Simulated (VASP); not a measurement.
Crystal: W.

```
CELL_PARAMETERS angstrom
0.00000 2.03000 2.03000
2.03000 0.00000 2.03000
2.03000 2.03000 0.00000
ATOMIC_POSITIONS crystal
W 0.00000 0.00000 0.00000
```

This isn't the form of W at room conditions, which is bcc.

```yaml
Program: VASP 6.6.1
Task: relaxation of cell and atoms
Functional: r2SCAN
Dispersion: D4
Potentials_or_basis: VASP PAW PBE potentials, release 64 (W_sv)
Cutoff: 600 eV
k_mesh: 11 × 11 × 11
Occupations: fermi-dirac, width 0.05 eV
Spin: no spin polarisation
```

At the start: pressure -10.1 GPa; volume 16.73 Å³/atom.

Problem. Where does the relaxation end?

Solution. Over 7 steps the energy falls by 18.9 meV/atom and the volume is 16.15 Å³/atom (-3.5 %); space group Fm-3m (No. 225, to 0.05 Å).

The path:
```csv
step,energy change (eV),largest force (eV/Å),pressure (GPa),volume (Å³)
1,0.0000,0.0000,-10.05,16.73
2,0.2322,0.0000,48.64,14.32
3,-0.0189,0.0000,-0.69,16.19
4,-0.0189,0.0000,-0.11,16.15
5,-0.0189,0.0000,0.11,16.14
6,-0.0189,0.0000,-0.31,16.17
7,-0.0189,0.0000,0.00,16.15
```

Final structure:
```yaml
crystal:
  lattice:
    - [0.00000, 2.00618, 2.00618]
    - [2.00618, 0.00000, 2.00618]
    - [2.00618, 2.00618, 0.00000]
  atoms:
    - { symbol: W, position: [0.00000, 0.00000, 0.00000] }
```

Caveat: the PAW data sets were made with another functional, which shifts forces and pressure a little; pairwise dispersion overbinds metals, which lowers pressure and volume.
